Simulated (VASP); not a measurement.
A run of VASP 6.6.1 is set up as follows.

File INCAR:

```
  PREC = Accurate
  ENCUT = 520
  EDIFF = 1E-6
  ISMEAR = -1
  SIGMA = 0.05
  LREAL = False
  LASPH = True
  NELM = 100
  ALGO = Fast
  ISIF = 2
  LWAVE = False
  LCHARG = False
  GGA = PE
  NBANDS = 18
```

The input KPOINTS:

```
regular mesh
0
Gamma
  10 10 10
```

File POSCAR:

```
BiTe
1.0
    0.0000000000      3.2350000000      3.2350000000
    3.2350000000      0.0000000000      3.2350000000
    3.2350000000      3.2350000000      0.0000000000
Bi Te
1 1
Direct
    0.0000000000      0.0000000000      0.0000000000
    0.5000000000      0.5000000000      0.5000000000
```

Potentials or basis: VASP PAW PBE potentials, release 64 (Bi_d, Te).

Launch:

```bash
$ cat potpaw_PBE.64/Bi_d/POTCAR potpaw_PBE.64/Te/POTCAR > POTCAR
$ mpirun -np 1 vasp_std > vasp.out
```

Question: Predict the pressure.

Answer: 0.7 GPa.

Question: What does it give for the band gap on the k mesh?

Answer: None (metal or under the smearing width).

Caveat: spin-orbit coupling is left out, which moves the levels of the heavy elements.
